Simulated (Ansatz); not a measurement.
# WSe2: the cost of one run

Program: Ansatz 0.2.0. Level of theory: DFT PBE, scalar-relativistic. These are calculated values, not measurements.

3 further runs of the same task are left out: 3 that didn't finish.

### 1 The system as given

Symmetry: P6_3/mmc, No. 194, hexagonal system. The conventional cell has a = 3.290 Å, b = 3.290 Å, c = 12.970 Å, α = 90.00°, β = 90.00°, γ = 120.00°. Around W (site symmetry -6m2) lie 6 Se at 2.53 Å. Around Se (site symmetry 3m) lie 3 W at 2.53 Å.

As a file:

```cif
data_structure
_symmetry_space_group_name_H-M 'P6_3/mmc'
_symmetry_Int_Tables_number 194
_cell_length_a 3.2900
_cell_length_b 3.2900
_cell_length_c 12.9700
_cell_angle_alpha 90.000
_cell_angle_beta 90.000
_cell_angle_gamma 120.000
_cell_volume 121.58
loop_
_atom_site_label
_atom_site_type_symbol
_atom_site_symmetry_multiplicity
_atom_site_Wyckoff_symbol
_atom_site_fract_x
_atom_site_fract_y
_atom_site_fract_z
_atom_site_occupancy
W1 W 2 c 0.33333 0.66667 0.25000 1
Se1 Se 4 f 0.33333 0.66667 0.62100 1
```

The file gives the conventional cell by its symmetry; the runs use the cell typed in the input.

Atoms are numbered in the order of the input: W1, W2, Se3, Se4, Se5, Se6.

### 2 After the deformation

Space group P6_3/mmc before, P-1 after.

### 3 Full-potential LAPW

input.yaml reads:

```yaml
crystal:
  lattice:
    - [3.2899984505, 0.0328999845, 0.0328999845]
    - [-1.6165070028, 2.8327722442, 0.0120422301]
    - [0.1297, 0.1297, 12.97]
  atoms:
    - { symbol: W, position: [0.3333333333, 0.6666666667, 0.25] }
    - { symbol: W, position: [0.6666666667, 0.3333333333, 0.75] }
    - { symbol: Se, position: [0.3333333333, 0.6666666667, 0.621] }
    - { symbol: Se, position: [0.6666666667, 0.3333333333, 0.121] }
    - { symbol: Se, position: [0.3333333333, 0.6666666667, 0.879] }
    - { symbol: Se, position: [0.6666666667, 0.3333333333, 0.379] }
kpoints:
  mp_grid: { grid: [11, 11, 3] }
  band_path:
    path:
      - [0.0, 0.0, 0.0]
      - [0.0, -0.5, 0.0]
      - [0.0, 0.0, 0.5]
      - [0.0, 0.0, 0.0]
      - [-0.5, 0.0, 0.0]
      - [-0.5, 0.5, -0.5]
      - [0.0, 0.0, 0.0]
      - [-0.5, 0.0, -0.5]
      - [-0.5, 0.5, 0.0]
    npoints: 5
scf:
  occupations: { method: fermi_dirac, width: 0.08 }
hamiltonian:
  xc: pbe
  pseudopotentials: { kind: all_electron, lapw: { basis_error: 0.0005 } }
output:
  forces: true
  stress: true
  eigenvalues: true
```

Command:

```sh
$ ansatz run input.yaml --threads 2 --pin off --max-ram 6144MiB --backend cpu --events-out ev --progress --plain --runs-dir out
```

**Question.** How long does this run take on 2 threads of Arm Neoverse V2, shared host, and how much memory does it need?

About 8.1 min, with a peak of 4.3 GiB.
